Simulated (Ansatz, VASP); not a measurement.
Two plane-wave programs on HfN

```
Hf N
1.0
     0.00000    2.21020    2.21020
     2.21020    0.00000    2.21020
     2.21020    2.21020    0.00000
Hf N
1 1
Direct
  0.00000 0.00000 0.00000
  0.50000 0.50000 0.50000
```

Change from the starting cell: volume scaled by 0.9405, PAW files.

Alike in both runs: task electric field gradients; functional PBE; k mesh 16 × 16 × 16; occupations fermi-dirac, width 0.05 eV; no spin polarisation.

|  | VASP | Ansatz |
| --- | --- | --- |
| version | VASP 6.6.1 | Ansatz 0.2.0 |
| potentials or method | VASP PAW PBE potentials, release 64 (Hf_pv, N) | PAW with Ansatz's default frozen-core files, scalar-relativistic |
| plane-wave cutoff (eV) | 520 | 420 |
| valence electrons in the cell | 15 | 31 |

|  | VASP | Ansatz | Ansatz less VASP |
| --- | --- | --- | --- |
| pressure (GPa) | 24.4 | 26.9 | +2.54 |
| Vzz of the field gradient on the site that differs most (V/Å²) | 0.0 | 0.0 | 0.00 |

The two sets of potentials don't hold the same shells in valence. Ansatz warned: «gradients_without_spin_orbit».

Caveats: so large a pressure means that the cell lies far from this level's equilibrium, or that cutoff or potentials fall short (VASP). The runs have no spin-orbit coupling, so splittings on Hf are missing.
